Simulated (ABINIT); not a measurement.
The system is CsH.

```
CELL_PARAMETERS angstrom
0.00000 3.18800 3.18800
3.18800 0.00000 3.18800
3.18800 3.18800 0.00000
ATOMIC_POSITIONS crystal
Cs 0.00000 0.00000 0.00000
H 0.50000 0.50000 0.50000
```

Base run:

| Quantity | Value |
| --- | --- |
| Program | ABINIT 10.8.3 (patched build) |
| Functional | LDA |
| Potentials or basis | JTH PAW LDA v2.0 |
| Cutoff | 707 eV |
| k mesh | 7 × 7 × 7 |
| Occupations | fermi-dirac, width 0.05 eV |
| Spin | no spin polarisation |

Its results: band gap on the k mesh 2.23 eV, direct.

Question: The run is repeated on the same cell with these changes: functional from LDA to TB-mBJ; cutoff from 707 eV to 844 eV; fine-grid cutoff from 1306.15 eV to 1442.2 eV. What comes out?

Answer: Band gap on the k mesh 4.88 eV, direct.

Caveats: spin-orbit coupling is left out, which moves the levels of the heavy elements; the mesh misses the band edges, which the band path finds closer together; the constant c of TB-mBJ comes from the pseudo density here, which moves gaps by up to 0.3 eV between sets of potentials (some runs).

Not every run made on this cell is shown here.
